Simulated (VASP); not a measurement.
A calculation with VASP 6.6.1 of In (ASE script, structure typed inline):

The input run.py:

```python
from ase import Atoms
from ase.calculators.vasp import Vasp
from ase.dft.bandgap import bandgap

atoms = Atoms(
    ['In', 'In'],
    cell=[[3.335484782, 0.0, 0.0], [-1.667742391, 2.8886145552, 0.0], [0.0, 0.0, 5.50914292]],
    scaled_positions=[[0.6666666667, 0.3333333333, 0.75], [0.3333333333, 0.6666666667, 0.25]],
    pbc=True,
)
calc = Vasp(
    directory='calc',
    xc='pbesol',
    pp='PBE',
    setups='gw',
    prec='Accurate',
    encut=550,
    ediff=1e-06,
    ismear=0,
    sigma=0.02,
    lreal=False,
    lasph=True,
    nelm=100,
    algo='Normal',
    isif=2,
    lwave=False,
    lcharg=False,
    kpts=[9, 9, 5],
    gamma=True,
)
atoms.calc = calc

print('energy (eV):', atoms.get_potential_energy())
print('free energy (eV):', atoms.get_potential_energy(force_consistent=True))
print('forces (eV/A):')
print(atoms.get_forces())
print('stress (eV/A^3, Voigt):', atoms.get_stress())
print('Fermi level (eV):', calc.get_fermi_level())
gap, top, bottom = bandgap(calc)
print('band gap (eV):', gap, 'from (spin, k, band)', top, 'to', bottom)
```

Potentials or basis: VASP PAW PBE potentials, release 64 (In_d_GW).

The run is started by

```bash
$ python run.py
```

This isn't the form of In at room conditions, which is tetragonal.

Task: Write the same calculation in another form: native input, structure from a POSCAR.

Result: As run:

File INCAR:

```
SYSTEM = In
  ALGO = Normal
  EDIFF = 1E-7
  ENCUT = 550
  GGA = PS
  ISIF = 2
  ISMEAR = 0
  LASPH = .True.
  LCHARG = .False.
  LREAL = .False.
  LWAVE = .False.
  NBANDS = 20
  NELM = 60
  PREC = Accurate
  SIGMA = 0.02
```

File KPOINTS:

```
k-points
0
Gamma
  9 9 5
  0 0 0
```

Contents of POSCAR:

```
In
1.0
    3.3354847820      0.0000000000      0.0000000000
   -1.6677423910      2.8886145552      0.0000000000
    0.0000000000      0.0000000000      5.5091429200
In
2
Cartesian
    1.6677423912      0.9628715183      4.1318571900
   -0.0000000002      1.9257430369      1.3772857300
```

Potentials or basis: VASP PAW PBE potentials, release 64 (In_d_GW).

Command:

```console
$ cat potpaw_PBE.64/In_d_GW/POTCAR > POTCAR
$ mpirun -np 1 vasp_std > vasp.out
```

Both were run:

|  | ASE script, structure typed inline | native input, structure from a POSCAR |
| --- | --- | --- |
| Pressure | -1.7 GPa | -1.6 GPa |
| Band gap on the k mesh | none (metal or under the smearing width) | none (metal or under the smearing width) |

Keys that steer only the numerical path or the files written may differ.

Caveat: the PAW data sets were made with another functional, which shifts forces and pressure a little.
